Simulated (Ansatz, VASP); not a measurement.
**Two plane-wave programs on AlCu**

```
Al Cu
1.0
     2.99751    0.00000    0.00000
     0.00000    2.99751    0.00000
     0.00000    0.00000    2.99751
Al Cu
1 1
Direct
  0.00000 0.00000 0.00000
  0.50000 0.50000 0.33319
```

Change from the starting cell: all Cu atoms moved -0.500 Å, as atom 2 along Cartesian [0 0 1].

Alike in both runs: task single point; functional PBEsol; k mesh 16 × 16 × 16; occupations gaussian, width 0.15 eV; no spin polarisation.

|  | VASP | Ansatz |
| --- | --- | --- |
| version | VASP 6.6.1 | Ansatz 0.2.0 |
| potentials or method | VASP PAW PBE potentials, release 64 (Al, Cu) | scalar-relativistic, plane waves, PAW |
| plane-wave cutoff (eV) | 520 | 420 |
| valence electrons in the cell | 14 | 22 |

|  | VASP | Ansatz | Ansatz less VASP |
| --- | --- | --- | --- |
| gap on the k mesh at the Fermi level (eV) | none | none | - |
| pressure (GPa) | 6.2 | 5.8 | -0.44 |
| largest component of the traceless stress (GPa) | 6.02 | 5.94 | -0.078 |
| rms of the force components (eV/Å) | 1.058 | 1.052 | -0.0062 |

Atom by atom the forces differ by 0.006 eV/Å (rms over components). A gap of «none» marks a metal or a gap that the smearing closes. With one functional, cell and mesh, what is left measures potentials, basis and numerics. The two sets of potentials don't hold the same shells in valence.

Caveats: the PAW data sets were made with another functional, which shifts forces and pressure a little (VASP).
